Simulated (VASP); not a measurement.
Write the native input for VASP 6.6.1 that does the following.

```
Task                               : band structure
Functional                         : PBE0
Potentials or basis                : VASP PAW PBE potentials, release 64 (As, B)
Cutoff                             : 520 eV
k mesh                             : 6 × 6 × 6
Occupations                        : gaussian, width 0.02 eV
Spin                               : no spin polarisation
Ladder                             : free
Grid for exact exchange (PRECFOCK) : Fast
Exchange at q = 0                  : truncated
Further INCAR settings             : ALGO = Normal; EDIFF = 1e-07; NBANDS = 11
```

Crystal: BAs.

```
As B
1.0
     0.00000    2.38850    2.38850
     2.38850    0.00000    2.38850
     2.38850    2.38850    0.00000
As B
1 1
Cartesian
  3.5827 3.5827 3.5827
  0.0000 0.0000 0.0000
```

One way to write it, as run:

POSCAR

```
BAs
1.0
    0.0000000000      2.3885000000      2.3885000000
    2.3885000000      0.0000000000      2.3885000000
    2.3885000000      2.3885000000      0.0000000000
As B
1 1
Direct
    0.7500000000      0.7500000000      0.7500000000
    0.0000000000      0.0000000000      0.0000000000
```

INCAR.step1

```
SYSTEM = BAs
ALGO = Normal
EDIFF = 1E-5
ENCUT = 520
GGA = PE
ISIF = 2
ISMEAR = 0
KPAR = 4
LASPH = .True.
LCHARG = .False.
LREAL = .False.
LWAVE = .True.
NBANDS = 11
NELM = 60
PREC = Accurate
SIGMA = 0.02
```

INCAR.step2

```
SYSTEM = BAs
AEXX = 0.25
ALGO = Normal
EDIFF = 1E-7
ENCUT = 520
GGA = PE
HFRCUT = -1
ISIF = 2
ISMEAR = 0
ISTART = 1
KPAR = 4
LASPH = .True.
LCHARG = .False.
LHFCALC = .True.
LREAL = .False.
LWAVE = .False.
NBANDS = 11
NELM = 60
PREC = Accurate
PRECFOCK = Fast
SIGMA = 0.02
```

KPOINTS

```
k-points
0
Gamma
  6 6 6
  0 0 0
```

KPOINTS_OPT

```
path GXWKGLUWLK,UX
12
line-mode
reciprocal
 0.0000000000  0.0000000000  0.0000000000  G
 0.5000000000  0.0000000000  0.5000000000  X

 0.5000000000  0.0000000000  0.5000000000  X
 0.5000000000  0.2500000000  0.7500000000  W

 0.5000000000  0.2500000000  0.7500000000  W
 0.3750000000  0.3750000000  0.7500000000  K

 0.3750000000  0.3750000000  0.7500000000  K
 0.0000000000  0.0000000000  0.0000000000  G

 0.0000000000  0.0000000000  0.0000000000  G
 0.5000000000  0.5000000000  0.5000000000  L

 0.5000000000  0.5000000000  0.5000000000  L
 0.6250000000  0.2500000000  0.6250000000  U

 0.6250000000  0.2500000000  0.6250000000  U
 0.5000000000  0.2500000000  0.7500000000  W

 0.5000000000  0.2500000000  0.7500000000  W
 0.5000000000  0.5000000000  0.5000000000  L

 0.5000000000  0.5000000000  0.5000000000  L
 0.3750000000  0.3750000000  0.7500000000  K

 0.6250000000  0.2500000000  0.6250000000  U
 0.5000000000  0.0000000000  0.5000000000  X
```

Potentials or basis: VASP PAW PBE potentials, release 64 (As, B).

Run with:

```sh
$ cat potpaw_PBE.64/As/POTCAR potpaw_PBE.64/B/POTCAR > POTCAR
$ cp INCAR.step1 INCAR
$ mpirun -np 4 vasp_std > vasp.out
$ cp INCAR.step2 INCAR
$ mpirun -np 4 vasp_std > vasp.out
```

Results of the run:

```yaml
Pressure: -0.7 GPa
Band_gap_on_the_k_mesh: 2.62 eV, indirect (least direct gap 4.79 eV)
Band_gap_along_the_path: 2.52 eV, indirect (least direct gap 4.79 eV)
```

Caveat: the PAW data sets were made with another functional, which shifts forces and pressure a little; the mesh misses the band edges, which the band path finds closer together.

It took 11 min on 4 MPI ranks on AMD EPYC 7R43 64-Core Processor (Zen 3) (shared host), peak memory 0.17 GiB a rank.
